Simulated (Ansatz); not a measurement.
The calculation used Ansatz, DFT PBE, scalar-relativistic, plane waves, PAW. All cells share a 420 eV cutoff and Γ-centred k meshes spaced at most about 0.3 Å⁻¹ (about 0.25 or finer for metals, 2π included). No spin polarisation.

The zero of energy is the elements' standard structures at the same level; no fitted shifts are applied. The references include black phosphorus.

These are static total energies at zero pressure. The comparison covers the computed candidates alone. Kohn–Sham gaps at this level usually fall short of measured ones. The reference form of P is held partly by dispersion forces, which this level lacks.

A search for In₂GaP₃ gave 8 distinct relaxed structures. Coordination counts P atoms around Ga and In (those within 1.25 times the shortest such distance or 1.15 times the sum of covalent radii). Cells relaxed within their symmetry can be saddle points.

Question: What is the best candidate for In₂GaP₃?

Answer: The one with In and Ga ordered on zinc blende sites, space group P3m1 (No. 156), reached from: In and Ga ordered on zinc blende sites. It has a = 4.107 Å, c = 10.098 Å, 24.6 Å³/atom, a gap of 0.42 eV on the mesh. In on its first site has 4 P at 2.55–2.58 Å; In on its second site is surrounded by 4 P at 2.54–2.57 Å; Ga is surrounded by 4 P at 2.38–2.48 Å; P on its first site is surrounded by 3 Ga at 2.48 Å and 1 In at 2.58 Å; 2 more sites not described. Its energy over the elements is −0.276 eV/atom. It lies below the elements, which doesn't yet make it stable against other compounds or structures. An observed structure of this formula, if there is one, may be missing.

```cif
data_structure
_symmetry_space_group_name_H-M 'P3m1'
_symmetry_Int_Tables_number 156
_cell_length_a 4.1073
_cell_length_b 4.1073
_cell_length_c 10.0979
_cell_angle_alpha 90.000
_cell_angle_beta 90.000
_cell_angle_gamma 120.000
_cell_volume 147.53
loop_
_atom_site_label
_atom_site_type_symbol
_atom_site_symmetry_multiplicity
_atom_site_Wyckoff_symbol
_atom_site_fract_x
_atom_site_fract_y
_atom_site_fract_z
_atom_site_occupancy
In1 In 1 a 0.00000 0.00000 0.99320 1
In2 In 1 c 0.66667 0.33333 0.33898 1
Ga1 Ga 1 b 0.33333 0.66667 0.66572 1
P1 P 1 a 0.00000 0.00000 0.73758 1
P2 P 1 b 0.33333 0.66667 0.42979 1
P3 P 1 c 0.66667 0.33333 0.08472 1
```

Question: How much higher is the P-3m1 structure with 19.9 Å³/atom and coordination In 6, Ga 6 (reached from: In and Ga ordered on rock salt sites)?

Answer: 284 meV/atom. It has no gap on its mesh.

Question: How much higher is the I4/mmm structure with 20.0 Å³/atom and coordination In 6, Ga 6 (reached from: In and Ga ordered on rock salt sites)?

Answer: 0.30 eV/atom. It has no gap on its mesh.
